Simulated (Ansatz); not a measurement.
Runs of Ansatz 0.2.0 on HfH2. It takes space group I4/mmm (No. 139, tetragonal). The conventional cell has a = 3.478 Å, b = 3.478 Å, c = 4.361 Å, α = 90.00°, β = 90.00°, γ = 90.00°. Hf (site symmetry 4/mmm) has 8 H at 2.05 Å as nearest neighbours. H (site symmetry -4m2) is surrounded by 4 Hf at 2.05 Å and 2 H at 2.18 Å. 

```csv
task,level,spin,cell,points for each segment of the path,gap on the mesh (eV),pressure (GPa),relaxed volume (Å³/atom)
band structure,r2SCAN,"SOC, no magnetisation",as given,14,none,-3.1,-
relaxation of cell and atoms,r2SCAN+D4,off,relaxed,-,none,0.0,(b)
relaxation of cell and atoms,r2SCAN+D3(BJ),off,relaxed,-,none,0.0,8.51
relaxation of cell and atoms,r2SCAN+rVV10,off,relaxed,-,none,0.0,(a)
band structure,r2SCAN,off,as given,14,none,-2.9,-
```

Alike in all rows: potentials or basis Ansatz PAW; k mesh 11 × 11 × 11; cutoff (eV) 500; smearing fermi-dirac 0.05 eV.

Q: Estimate the missing entries.

A: (a) 8.55; (b) 8.54.

Caveats: the PAW data sets come from PBE, with cores solved anew for the run's functional, which leaves a small shift of forces and pressure; the plane-wave basis is chosen anew once the cell has moved, so the energies of steps on either side of that aren't comparable (some runs); pairwise dispersion overbinds metals, which lowers pressure and volume (some runs); the dispersion damping was fitted for another functional or another form of the correction (some runs); spin-orbit coupling is left out, which moves the levels of the heavy elements (some runs).

A k mesh can miss the band edges, and rows without SOC leave out spin-orbit coupling on Hf.

A gap of «none» marks a metal or a gap under the smearing width.
